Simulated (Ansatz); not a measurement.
Runs of Ansatz 0.2.0 on TiO2. The typed cell holds 9 atoms: a = 2.968 Å, b = 4.708 Å, c = 7.241 Å, α = 88.08°, β = 78.18°, γ = 90.00°. The cell comes from a database or a generator and needn't be the stable form of this composition.

| task | level | U | cell | k mesh | cutoff (eV) | hubbard projectors | double counting | gap on the mesh (eV) | pressure (GPa) | relaxed volume (Å³/atom) |
| --- | --- | --- | --- | --- | --- | --- | --- | --- | --- | --- |
| relaxation of cell and atoms | PBE | - | relaxed | 9 × 6 × 4 | 420 | - | - | 2.32 | 0.0 | 11.26 |
| relaxation of cell and atoms | r2SCAN | - | relaxed | 9 × 6 × 4 | 500 | - | - | 2.64 | 0.0 | 10.96 |
| relaxation of cell and atoms | PBEsol+U | Ti d U = 3 eV | relaxed | 9 × 6 × 4 | 420 | ortho-atomic (the default) | fll (the default) | 2.61 | 0.0 | 11.02 |
| single point | PBE | - | as given | 13 × 8 × 5 | 420 | - | - | (c) | 3.7 | - |
| relaxation of cell and atoms | BLYP+D3(BJ) | - | relaxed | 9 × 6 × 4 | 420 | - | - | (b) | 0.0 | (a) |

Alike in all rows: potentials or basis Ansatz PAW; no spin polarisation; smearing fermi-dirac 0.05 eV.

Task: Estimate the missing entries.

Result: (a) 10.91; (b) 2.18; (c) 2.26.

Caveats: odd divisions of the mesh miss points on the zone boundary, where band edges often lie, so the gap on the mesh can be too wide; the plane-wave basis is chosen anew once the cell has moved, so the energies of steps on either side of that aren't comparable (some runs); the PAW data sets come from PBE, with cores solved anew for the run's functional, which leaves a small shift of forces and pressure (some runs).

A k mesh can miss the band edges.
